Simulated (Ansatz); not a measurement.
Wires are cut from relaxed bulk ZnS (P6_3mc, 20.19 Å³/atom, gap on the mesh 2.08 eV); atoms and period are relaxed, and energies count from that bulk.

Level of theory: DFT PBE, scalar-relativistic, plane waves, PAW in Ansatz 0.2.0.

Cutoff 420 eV, Gaussian smearing of 0.05 eV, energies at zero smearing, symmetry of each start kept, collinear spin where a moment is listed.

| start | atoms | k mesh | excess energy (eV per host atom) | line energy (eV/Å) | period (Å) | gap on the mesh (eV) | highest filled level or Fermi level under vacuum (eV) | size of the moment (μB per cell) |
| --- | --- | --- | --- | --- | --- | --- | --- | --- |
| [001] wire, 12 host atoms a period | 12 | 1×1×5 | 0.505 | 0.947 | 6.395 | 2.51 | 6.16 | 0.00 |
| [001] wire, 20 host atoms a period | 20 | 1×1×5 | 0.540 | 1.675 | 6.455 | 1.17 | 5.68 | 0.00 |

The gap is read on a mesh, which can miss the band edges, so it can be too wide.

Each run keeps its start's symmetry and one magnetic start, so lower states can exist.

Cost: 2 runs of about 24 core-minutes in all, on AMD EPYC 9R45 (Zen 5) (shared hosts).